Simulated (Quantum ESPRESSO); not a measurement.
# Pb (P6_3/mmc) in Quantum ESPRESSO: further runs

One crystal, Pb, is run at these levels: PBEsol; tasks: single point, equation of state.

All numbers are computed with Quantum ESPRESSO 7.5; they aren't measurements. Logs are shortened: lines on timing, memory, paths and dates and some standing lists are left out, and cuts for length are marked.

### Step 1. Starting point

It takes space group P6_3/mmc (No. 194, hexagonal). The conventional cell has a = 3.480 Å, b = 3.480 Å, c = 5.590 Å, α = 90.00°, β = 90.00°, γ = 120.00°. Pb (site symmetry -6m2) has 12 Pb at 3.44 to 3.48 Å as nearest neighbours.

This isn't the form of Pb at room conditions, which is fcc.

### Step 2. Single point, PBEsol, 27.55 Å³/atom

Input file pw.in:

```
&CONTROL
  calculation = 'scf'
  prefix = 'pwscf'
  outdir = './tmp'
  pseudo_dir = './pseudo'
  tstress = .true.
  disk_io = 'nowf'
/
&SYSTEM
  ibrav = 0
  nat = 2
  ntyp = 1
  ecutwfc = 45
  ecutrho = 360
  nbnd = 21
  occupations = 'smearing'
  smearing = 'fd'
  degauss = 0.00367493
/
&ELECTRONS
  conv_thr = 4d-10
  electron_maxstep = 120
  mixing_beta = 0.5
/
ATOMIC_SPECIES
Pb   207.2000 pb_pbesol_v1.uspp.F.UPF
CELL_PARAMETERS angstrom
   3.4089596583    0.0000000000    0.0000000000
  -1.7044798292    2.9522456646    0.0000000000
   0.0000000000    0.0000000000    5.4758863477
ATOMIC_POSITIONS crystal
Pb     0.6666666667    0.3333333333    0.7500000000
Pb     0.3333333333    0.6666666667    0.2500000000
K_POINTS automatic
9 9 5 0 0 0
```

Potentials or basis: GBRV 1.5 PBEsol.

Run with:

```console
> OMP_NUM_THREADS=1 mpirun -n 2 pw.x -nk 2 -in pw.in > pw.out
```

pw.out:

```text
This program is part of the open-source Quantum ESPRESSO suite
     for quantum simulation of materials; please cite
         "P. Giannozzi et al., J. Phys.:Condens. Matter 21 395502 (2009);
         "P. Giannozzi et al., J. Phys.:Condens. Matter 29 465901 (2017);
         "P. Giannozzi et al., J. Chem. Phys. 152 154105 (2020);
     in publications or presentations arising from this work. More details at

     Message from routine setup:
     using ibrav=0 with symmetry is DISCOURAGED, use correct ibrav instead

     K-points division:     npool     =       2
     Subspace diagonalization in iterative solution of the eigenvalue problem:
     a serial algorithm will be used

     G-vector sticks info
     --------------------
     sticks:   dense  smooth     PW     G-vecs:    dense   smooth      PW
     Sum        1039     511    163                42933    15207    2551

     Using Slab Decomposition

     bravais-lattice index     =            0
     lattice parameter (alat)  =       6.4420  a.u.
     unit-cell volume          =     371.8993 (a.u.)^3
     number of atoms/cell      =            2
     number of atomic types    =            1
     number of electrons       =        28.00
     number of Kohn-Sham states=           21
     kinetic-energy cutoff     =      45.0000  Ry
     charge density cutoff     =     360.0000  Ry
     scf convergence threshold =      4.0E-10
     mixing beta               =       0.5000
     number of iterations used =            8  plain     mixing
     Exchange-correlation= SLA  PW   PSX  PSC
                           (   1   4  10   8   0   0   0)

     celldm(1)=   6.442000  celldm(2)=   0.000000  celldm(3)=   0.000000
     celldm(4)=   0.000000  celldm(5)=   0.000000  celldm(6)=   0.000000

     crystal axes: (cart. coord. in units of alat)
               a(1) = (   1.000000   0.000000   0.000000 )
               a(2) = (  -0.500000   0.866025   0.000000 )
               a(3) = (   0.000000   0.000000   1.606322 )

     reciprocal axes: (cart. coord. in units 2 pi/alat)
               b(1) = (  1.000000  0.577350 -0.000000 )
               b(2) = (  0.000000  1.154701  0.000000 )
               b(3) = (  0.000000 -0.000000  0.622540 )

     PseudoPot. # 1 for Pb read from file:
     pb_pbesol_v1.uspp.F.UPF
     Pseudo is Ultrasoft + core correction, Zval = 14.0
     Generated by new atomic code, or converted to UPF format
     Using radial grid of  899 points,  6 beta functions with:
                l(1) =   0
                l(2) =   0
                l(3) =   1
                l(4) =   1
                l(5) =   2
                l(6) =   2
     Q(r) pseudized with  6 coefficients,  rinner =    1.000   1.000   1.000
                                                       1.000   1.000

     atomic species   valence    mass     pseudopotential
     Pb               14.00   207.20000     Pb( 1.00)

     24 Sym. Ops., with inversion, found (12 have fractional translation)

   Cartesian axes

     site n.     atom                  positions (alat units)
         1        Pb     tau(   1) = (   0.5000000   0.2886751   1.2047414  )
         2        Pb     tau(   2) = (  -0.0000000   0.5773503   0.4015805  )

     number of k points=    36  Fermi-Dirac smearing, width (Ry)=  0.0037
                       cart. coord. in units 2pi/alat
        k(    1) = (   0.0000000   0.0000000   0.0000000), wk =   0.0049383
        k(    2) = (   0.0000000   0.0000000   0.1245081), wk =   0.0098765
        k(    3) = (   0.0000000   0.0000000   0.2490161), wk =   0.0098765
        k(    4) = (   0.0000000   0.1283001   0.0000000), wk =   0.0296296
        k(    5) = (   0.0000000   0.1283001   0.1245081), wk =   0.0592593
        k(    6) = (   0.0000000   0.1283001   0.2490161), wk =   0.0592593
[... 28 lines left out ...]
        k(   35) = (   0.3333333   0.5773503   0.1245081), wk =   0.0197531
        k(   36) = (   0.3333333   0.5773503   0.2490161), wk =   0.0197531

     Dense  grid:    42933 G-vectors     FFT dimensions: (  40,  40,  64)

     Smooth grid:    15207 G-vectors     FFT dimensions: (  27,  27,  48)

     Check: negative core charge=   -0.000002

     Initial potential from superposition of free atoms

     starting charge      27.9958, renormalised to      28.0000

     negative rho (up, down):  3.165E-02 0.000E+00
     Starting wfcs are   18 randomized atomic wfcs +    3 random wfcs

     Self-consistent Calculation

     iteration #  1     ecut=    45.00 Ry     beta= 0.50
     Davidson diagonalization with overlap
     ethr =  1.00E-02,  avg # of iterations =  4.3

     Threshold (ethr) on eigenvalues was too large:
     Diagonalizing with lowered threshold

     Davidson diagonalization with overlap
     c_bands:  2 eigenvalues not converged
     c_bands:  2 eigenvalues not converged
     ethr =  2.21E-05,  avg # of iterations =  8.2

     negative rho (up, down):  3.202E-02 0.000E+00

     total energy              =    -327.76985776 Ry
     estimated scf accuracy    <       0.00632142 Ry

     iteration #  2     ecut=    45.00 Ry     beta= 0.50
     Davidson diagonalization with overlap
     ethr =  2.26E-05,  avg # of iterations =  2.3

     negative rho (up, down):  3.248E-02 0.000E+00

     total energy              =    -327.77066127 Ry
     estimated scf accuracy    <       0.00036088 Ry

     iteration #  3     ecut=    45.00 Ry     beta= 0.50
     Davidson diagonalization with overlap
     c_bands:  1 eigenvalues not converged
     ethr =  1.29E-06,  avg # of iterations = 11.6

     negative rho (up, down):  3.301E-02 0.000E+00

     total energy              =    -327.77073121 Ry
     estimated scf accuracy    <       0.00004181 Ry

     iteration #  4     ecut=    45.00 Ry     beta= 0.50
     Davidson diagonalization with overlap
     c_bands:  2 eigenvalues not converged
     ethr =  1.49E-07,  avg # of iterations =  6.3

     negative rho (up, down):  3.312E-02 0.000E+00

     total energy              =    -327.77074018 Ry
     estimated scf accuracy    <       0.00000047 Ry

     iteration #  5     ecut=    45.00 Ry     beta= 0.50
     Davidson diagonalization with overlap
     c_bands:  1 eigenvalues not converged
     ethr =  1.67E-09,  avg # of iterations =  6.2

     negative rho (up, down):  3.315E-02 0.000E+00

     total energy              =    -327.77074063 Ry
     estimated scf accuracy    <       0.00000004 Ry

     iteration #  6     ecut=    45.00 Ry     beta= 0.50
     Davidson diagonalization with overlap
     ethr =  1.60E-10,  avg # of iterations =  3.3

     negative rho (up, down):  3.315E-02 0.000E+00

     total energy              =    -327.77074065 Ry
     estimated scf accuracy    <          1.1E-09 Ry

     iteration #  7     ecut=    45.00 Ry     beta= 0.50
     Davidson diagonalization with overlap
     ethr =  3.91E-12,  avg # of iterations =  4.7

     negative rho (up, down):  3.315E-02 0.000E+00

     End of self-consistent calculation

          k = 0.0000 0.0000 0.0000 (  1871 PWs)   bands (ev):

    -4.5291  -4.4548  -4.4536  -4.4536  -4.4226  -4.4226  -4.3605  -4.3605
    -4.1250  -4.1250   0.1625   4.5492   7.9650  18.5277  18.5277  20.3905
    20.3908  20.5691  20.5691  21.3099  21.7579

          k = 0.0000 0.0000 0.1245 (  1870 PWs)   bands (ev):

    -4.5185  -4.4717  -4.4717  -4.4574  -4.4356  -4.4356  -4.3170  -4.3170
    -4.1374  -4.1374   0.3806   3.5585   9.4042  18.7023  18.7023  18.9289
    20.3688  20.3688  20.3919  20.4023  21.8026

          k = 0.0000 0.0000 0.2490 (  1882 PWs)   bands (ev):

    -4.4933  -4.4799  -4.4799  -4.4695  -4.4626  -4.4626  -4.2421  -4.2421
    -4.1770  -4.1770   1.0406   2.1350  12.1622  15.4306  19.1845  19.1845
    19.8285  19.8285  20.3953  20.3985  21.9123

          k = 0.0000 0.1283 0.0000 (  1860 PWs)   bands (ev):

    -4.5253  -4.4768  -4.4225  -4.4174  -4.4017  -4.3877  -4.3788  -4.3753
    -4.1521  -4.1193   0.3930   4.7167   8.2408  16.2802  17.6340  19.0317
    20.4007  20.4117  20.8637  20.9826  21.6951

          k = 0.0000 0.1283 0.1245 (  1882 PWs)   bands (ev):

    -4.5204  -4.4734  -4.4494  -4.4426  -4.4254  -4.4009  -4.3230  -4.3195
    -4.1623  -4.1336   0.6118   3.7606   9.6311  16.4882  17.8478  18.3409
    19.3635  20.3740  20.4038  20.4088  21.2008

          k = 0.0000 0.1283 0.2490 (  1888 PWs)   bands (ev):

    -4.5081  -4.4884  -4.4548  -4.4491  -4.4433  -4.4291  -4.2498  -4.2453
    -4.1949  -4.1770   1.2714   2.3591  12.3172  15.4513  17.1057  18.0536
    18.4631  19.3858  20.4025  20.4042  21.0988

          k = 0.0000 0.2566 0.0000 (  1878 PWs)   bands (ev):

    -4.5758  -4.4586  -4.4303  -4.4098  -4.3985  -4.3249  -4.3125  -4.2974
    -4.2130  -4.1080   1.0878   5.2017   9.0377  13.1139  16.3013  16.4910
    19.1988  20.1868  20.2996  20.4034  20.4179

          k = 0.0000 0.2566 0.1245 (  1895 PWs)   bands (ev):

    -4.5680  -4.4684  -4.4662  -4.4047  -4.3839  -4.3122  -4.2983  -4.2935
    -4.2044  -4.1261   1.3066   4.3511  10.2254  13.4214  15.6752  16.5479
    18.9266  19.6034  20.1825  20.4030  20.4247

          k = 0.0000 0.2566 0.2490 (  1903 PWs)   bands (ev):

    -4.5493  -4.5142  -4.4540  -4.4143  -4.3825  -4.3459  -4.2399  -4.2398
    -4.2058  -4.1749   1.9609   3.0230  12.3743  14.1809  14.5150  16.7178
    17.2620  18.3554  20.1254  20.3966  20.4274

          k = 0.0000 0.3849 0.0000 (  1900 PWs)   bands (ev):

    -4.6354  -4.4973  -4.4783  -4.4452  -4.3376  -4.2694  -4.2189  -4.2102
    -4.1903  -4.0988   2.2297   5.8222  10.2653  10.4921  13.7506  15.2562
    16.8476  19.3579  19.3763  20.4005  20.4129

          k = 0.0000 0.3849 0.1245 (  1907 PWs)   bands (ev):

    -4.6216  -4.5239  -4.4873  -4.4186  -4.3543  -4.2773  -4.2180  -4.2004
    -4.1615  -4.1186   2.4441   5.2100   9.9540  12.0450  12.8759  15.5181
    17.6109  18.6878  19.5571  20.3819  20.4132

          k = 0.0000 0.3849 0.2490 (  1900 PWs)   bands (ev):

    -4.5894  -4.5414  -4.5066  -4.4433  -4.3489  -4.2668  -4.1947  -4.1871
    -4.1565  -4.1470   3.0762   4.0689  10.4739  11.5320  14.4894  16.2721
    17.0494  17.4130  19.5653  20.2692  20.4186
[... 99 lines left out ...]
    -4.5416  -4.4987  -4.4673  -4.4644  -4.3502  -4.2938  -4.2630  -4.1932
    -4.1477  -4.1064   3.0934   5.6091  10.2172  11.4025  12.7896  13.6376
    15.1858  17.8230  20.2122  20.4047  20.4104

          k = 0.2222 0.3849 0.2490 (  1899 PWs)   bands (ev):

    -4.5397  -4.5240  -4.4523  -4.4040  -4.3751  -4.2895  -4.2879  -4.2400
    -4.1232  -4.0936   3.7034   4.6298  10.4719  11.1997  13.0336  13.6882
    15.5748  17.9424  20.4016  20.4062  22.3038

          k = 0.2222 0.5132 0.0000 (  1889 PWs)   bands (ev):

    -4.5840  -4.5249  -4.4235  -4.4210  -4.3287  -4.2987  -4.2605  -4.1846
    -4.1151  -4.1142   4.2211   5.8209   9.8609  11.3495  12.3922  12.7997
    14.8569  15.0045  18.3209  20.4075  20.4079

          k = 0.2222 0.5132 0.1245 (  1894 PWs)   bands (ev):

    -4.5583  -4.5176  -4.4683  -4.4099  -4.3678  -4.2728  -4.2317  -4.1734
    -4.1582  -4.1011   4.4022   5.7825   9.5543  10.6948  11.8296  13.8217
    14.4112  16.3508  19.4070  20.4061  20.4077

          k = 0.2222 0.5132 0.2490 (  1903 PWs)   bands (ev):

    -4.5397  -4.5252  -4.4349  -4.4198  -4.3859  -4.2754  -4.2433  -4.2241
    -4.1237  -4.0931   4.8940   5.4788   9.2920   9.8846  11.8273  12.7753
    16.6394  18.0016  20.3985  20.4049  21.2570

          k = 0.3333 0.5774 0.0000 (  1899 PWs)   bands (ev):

    -4.6012  -4.4179  -4.4179  -4.3759  -4.3759  -4.3461  -4.2608  -4.1587
    -4.1587  -4.1211   5.2557   5.2557   9.4418  12.1703  12.1703  13.4182
    13.7363  13.7363  17.5814  20.4078  20.4078

          k = 0.3333 0.5774 0.1245 (  1908 PWs)   bands (ev):

    -4.5587  -4.4716  -4.4716  -4.3386  -4.3373  -4.3373  -4.2687  -4.1695
    -4.1430  -4.1430   5.3683   5.3683   9.6882  10.9625  10.9625  12.7041
    15.3999  15.3999  18.5991  20.4070  20.4070

          k = 0.3333 0.5774 0.2490 (  1896 PWs)   bands (ev):

    -4.5184  -4.5184  -4.4451  -4.3263  -4.3143  -4.3143  -4.2885  -4.2856
    -4.1178  -4.1178   5.5799   5.5799   9.9159   9.9159  10.3953  11.4690
    17.6439  17.6439  20.4032  20.4032  20.7578

     the Fermi energy is    12.5851 ev

!    total energy              =    -327.77074065 Ry
     estimated scf accuracy    <          2.5E-11 Ry
     smearing contrib. (-TS)   =      -0.00062606 Ry
     internal energy E=F+TS    =    -327.77011459 Ry

     The total energy is F=E-TS. E is the sum of the following terms:
     one-electron contribution =     -52.30517552 Ry
     hartree contribution      =      49.10126367 Ry
     xc contribution           =    -126.22000226 Ry
     ewald contribution        =    -198.34620048 Ry

     convergence has been achieved in   7 iterations

     Computing stress (Cartesian axis) and pressure

     negative rho (up, down):  3.315E-02 0.000E+00
          total   stress  (Ry/bohr**3)                   (kbar)     P=       44.68
   0.00019239   0.00000000   0.00000000           28.30        0.00        0.00
   0.00000000   0.00019239  -0.00000000            0.00       28.30       -0.00
  -0.00000000  -0.00000000   0.00052649           -0.00       -0.00       77.45

=------------------------------------------------------------------------------=
   JOB DONE.
=------------------------------------------------------------------------------=
```

Run time: 18 s. Hardware: 2 MPI ranks of AMD EPYC 7R43 (Zen 3), shared host; peak memory 0.28 GiB.

Results:

* Free energy: -4459.5481 eV
* Pressure: 4.5 GPa
* Band gap on the k mesh: none (metal or under the smearing width)

### Step 3. Single point, PBEsol, 28.14 Å³/atom

Edit pw.in of step 2 so:

```diff
@@ -27,5 +27,5 @@
 CELL_PARAMETERS angstrom
-   3.4089596583    0.0000000000    0.0000000000
-  -1.7044798292    2.9522456646    0.0000000000
-   0.0000000000    0.0000000000    5.4758863477
+   3.4329672075    0.0000000000    0.0000000000
+  -1.7164836037    2.9730368121    0.0000000000
+   0.0000000000    0.0000000000    5.5144501982
 ATOMIC_POSITIONS crystal
```

Potentials or basis: GBRV 1.5 PBEsol.

Run with:

```console
> OMP_NUM_THREADS=1 mpirun -n 2 pw.x -nk 2 -in pw.in > pw.out
```

Wall time 17 s (2 MPI ranks of AMD EPYC 7R43 (Zen 3), shared host); peak memory 0.28 GiB.

The run converged. Its results:

| Item | Value |
| --- | --- |
| Free energy | -4459.5765 eV |
| Pressure | 3.1 GPa |
| Band gap on the k mesh | none (metal or under the smearing width) |

### Step 4. Single point, PBEsol, 28.73 Å³/atom

Edit pw.in of step 3 so:

```diff
@@ -27,5 +27,5 @@
 CELL_PARAMETERS angstrom
-   3.4329672075    0.0000000000    0.0000000000
-  -1.7164836037    2.9730368121    0.0000000000
-   0.0000000000    0.0000000000    5.5144501982
+   3.4566435916    0.0000000000    0.0000000000
+  -1.7283217958    2.9935411621    0.0000000000
+   0.0000000000    0.0000000000    5.5524820910
 ATOMIC_POSITIONS crystal
```

Run with:

```console
> OMP_NUM_THREADS=1 mpirun -n 2 pw.x -nk 2 -in pw.in > pw.out
```

It took 17 s on 2 MPI ranks of AMD EPYC 7R43 (Zen 3), shared host; peak memory 0.28 GiB.

It converged, with:

```
Free energy            : -4459.5954 eV
Pressure               : 1.9 GPa
Band gap on the k mesh : none (metal or under the smearing width)
```

### Step 5. Single point, PBEsol, 29.31 Å³/atom

Edit pw.in of step 4 so:

```diff
@@ -27,5 +27,5 @@
 CELL_PARAMETERS angstrom
-   3.4566435916    0.0000000000    0.0000000000
-  -1.7283217958    2.9935411621    0.0000000000
-   0.0000000000    0.0000000000    5.5524820910
+   3.4800000000    0.0000000000    0.0000000000
+  -1.7400000000    3.0137684052    0.0000000000
+   0.0000000000    0.0000000000    5.5900000000
 ATOMIC_POSITIONS crystal
```

Run with:

```console
> OMP_NUM_THREADS=1 mpirun -n 2 pw.x -nk 2 -in pw.in > pw.out
```

Wall time 17 s (2 MPI ranks of AMD EPYC 7R43 (Zen 3), shared host); peak memory 0.28 GiB.

It converged, with:

```
Free energy            : -4459.6061 eV
Pressure               : 0.8 GPa
Band gap on the k mesh : none (metal or under the smearing width)
```

### Step 6. Single point, PBEsol, 29.90 Å³/atom

Edit pw.in of step 5 so:

```diff
@@ -27,5 +27,5 @@
 CELL_PARAMETERS angstrom
-   3.4800000000    0.0000000000    0.0000000000
-  -1.7400000000    3.0137684052    0.0000000000
-   0.0000000000    0.0000000000    5.5900000000
+   3.5030470293    0.0000000000    0.0000000000
+  -1.7515235146    3.0337277180    0.0000000000
+   0.0000000000    0.0000000000    5.6270209464
 ATOMIC_POSITIONS crystal
```

Potentials or basis: GBRV 1.5 PBEsol.

Run with:

```console
> OMP_NUM_THREADS=1 mpirun -n 2 pw.x -nk 2 -in pw.in > pw.out
```

It took 16 s on 2 MPI ranks of AMD EPYC 7R43 (Zen 3), shared host; peak memory 0.3 GiB.

It converged, with:

| Item | Value |
| --- | --- |
| Free energy | -4459.6094 eV |
| Pressure | -0.1 GPa |
| Band gap on the k mesh | none (metal or under the smearing width) |

### Step 7. Single point, PBEsol, 30.49 Å³/atom

Edit pw.in of step 6 so:

```diff
@@ -27,5 +27,5 @@
 CELL_PARAMETERS angstrom
-   3.5030470293    0.0000000000    0.0000000000
-  -1.7515235146    3.0337277180    0.0000000000
-   0.0000000000    0.0000000000    5.6270209464
+   3.5257947253    0.0000000000    0.0000000000
+  -1.7628973626    3.0534278007    0.0000000000
+   0.0000000000    0.0000000000    5.6635610674
 ATOMIC_POSITIONS crystal
```

Run with:

```console
> OMP_NUM_THREADS=1 mpirun -n 2 pw.x -nk 2 -in pw.in > pw.out
```

Wall time 16 s (2 MPI ranks of AMD EPYC 7R43 (Zen 3), shared host); peak memory 0.3 GiB.

Results (log left out):

| Item | Value |
| --- | --- |
| Free energy | -4459.6063 eV |
| Pressure | -0.9 GPa |
| Band gap on the k mesh | none (metal or under the smearing width) |

### Step 8. Single point, PBEsol, 31.07 Å³/atom

Edit pw.in of step 7 so:

```diff
@@ -27,5 +27,5 @@
 CELL_PARAMETERS angstrom
-   3.5257947253    0.0000000000    0.0000000000
-  -1.7628973626    3.0534278007    0.0000000000
-   0.0000000000    0.0000000000    5.6635610674
+   3.5482526220    0.0000000000    0.0000000000
+  -1.7741263110    3.0728769098    0.0000000000
+   0.0000000000    0.0000000000    5.6996356773
 ATOMIC_POSITIONS crystal
```

Run with:

```console
> OMP_NUM_THREADS=1 mpirun -n 2 pw.x -nk 2 -in pw.in > pw.out
```

It took 16 s on 2 MPI ranks of AMD EPYC 7R43 (Zen 3), shared host; peak memory 0.3 GiB.

The run converged. Its results:

```yaml
Free_energy: -4459.5976 eV
Pressure: -1.6 GPa
Band_gap_on_the_k_mesh: none (metal or under the smearing width)
```

### Step 9. Equation of state, PBEsol

Potentials or basis: GBRV 1.5 PBEsol.

This step only gathers the single runs of the series.

What came out:

```
Equilibrium volume                        : 29.90 Å³/atom
Bulk modulus at fixed shape and positions : 45 GPa
Pressure derivative of the bulk modulus   : 5.5
```

Energy against volume, from the lowest point:
```
volume (Å³/atom)  energy (meV/atom)
          27.555              30.66
          28.141              16.47
          28.727               7.00
          29.314               1.67
          29.900               0.00
          30.486               1.55
          31.073               5.92
```

Caveat: the cell was scaled at fixed shape and fractional positions, which overstates the stiffness of a crystal with free parameters, most of all of layers and chains.
